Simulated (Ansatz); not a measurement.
**BP (F-43m), an elastic constant from a strain scan**

These are results of DFT r2SCAN, scalar-relativistic, plane waves, PAW (Ansatz), not measurements. The runs took a 500 eV cutoff, a Γ-centred 10×10×10 mesh and Gaussian smearing (0.05 eV). No spin polarisation. Energies are free energies at this smearing, counted from the undisturbed cell; pressure is positive in compression.

Zero of the scan (relaxed at this level):

```
B P
1.0
     0.00000    2.26827    2.26827
     2.26827    0.00000    2.26827
     2.26827    2.26827    0.00000
B P
1 1
Direct
  0.00000 0.00000 0.00000
  0.75000 0.75000 0.75000
```

The cell is strained by ε times the Voigt pattern (0, 1, 0, 0, 0, 0) (xx, yy, zz, yz, xz, xy; engineering shear) with fractional coordinates fixed. The cell holds 2 atoms in V0 = 23.34 Å³. The stress column is τ = (1/V0) dE/dε, got from the stress tensor σ (compression positive) at each point as −det(1 + εP) σ : P(1 + εP)⁻¹, with P the pattern as a tensor.

| ε | ΔE (meV/atom) | τ (GPa) |
| --- | --- | --- |
| -0.0400 | 21.681 | -15.091 |
| -0.0300 | 12.109 | -11.201 |
| -0.0200 | 5.344 | -7.388 |
| -0.0100 | 1.327 | -3.654 |
| 0.0000 | 0.000 | 0.000 |
| 0.0100 | 1.307 | 3.574 |
| 0.0200 | 5.186 | 7.066 |
| 0.0300 | 11.580 | 10.477 |
| 0.0350 | 15.701 | 12.151 |
| 0.0400 | ? | ? |

Question: Which combination of elastic constants does this scan measure, and how large is it?

Answer: For small ε, τ = τ0 + Kε with K = pᵀCp, which for this pattern is C11 in the cubic axes. The parabola through τ at ε = -0.0100, 0 and 0.0100 has slope K = 361 GPa at zero. The energies per cell, E = NΔE, of the same two points give K = 2[E(ε₊)/ε₊ − E(ε₋)/ε₋]/[(ε₊ − ε₋)V0] = 362 GPa, in agreement.

Question: Predict the withheld row at ε = 0.0400 from the harmonic law, and compare.

Answer: ΔE = V0(τ0 ε + Kε²/2)/N = 21.060 meV/atom and τ = 14.46 GPa. The calculation gives 20.429 meV/atom and 13.80 GPa, a miss of 3.0 % of the harmonic energy, so the harmonic law still holds here.